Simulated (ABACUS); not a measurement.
# Bi under changes of volume

One of the cells (33.614 Å³/atom); the others are scaled copies at fixed shape and fractional positions:

```
Bi
1.0
     3.23838    0.00000    0.00000
     0.00000    3.22164    0.00000
    -0.08045    0.00000    6.44389
Bi
2
Cartesian
  1.7022 0.0000 4.8302
  1.4558 0.0000 1.6137
```

This isn't the form of Bi at room conditions, which is rhombohedral.

- Program: ABACUS 3.10.1
- Functional: PBE
- Potentials or basis: PseudoDojo NC SR 0.4.1 PBE standard
- Cutoff: 898 eV
- Density cutoff: 3592 eV
- Basis: plane waves
- k mesh: 8 × 8 × 4
- Occupations: fermi-dirac, width 0.05 eV
- Spin: no spin polarisation

| volume (Å³/atom) | energy over the lowest point (meV/atom) | pressure (GPa) | largest force (eV/Å) |
| --- | --- | --- | --- |
| 31.597 | ? | ? | ? |
| 32.270 | 38.02 | 4.7 | 0.031 |
| 32.942 | 21.04 | 3.4 | 0.023 |
| 33.614 | 9.41 | 2.1 | 0.017 |
| 34.286 | 2.56 | 1.1 | 0.011 |
| 34.959 | 0.00 | 0.1 | 0.009 |
| 35.631 | 1.28 | -0.8 | 0.010 |

**Question.** What does the run at 31.597 Å³/atom give?

**Answer.** Energy over the lowest point 60.96 meV/atom; pressure 6.2 GPa; largest force 0.039 eV/Å.

Worked out: A Birch-Murnaghan fit of order 3 (a polynomial in V^(-2/3)) to the other rows has its minimum at 35.06 Å³/atom with B0 = V·E''(V) = 47 GPa and B' = 4.7 at fixed shape and positions, which overstates the stiffness. It gives 61.02 meV/atom at 31.597 Å³/atom, against the run's 60.96, and -dE/dV = 6.2 GPa, against 6.2.

Energies are extrapolated to zero smearing.
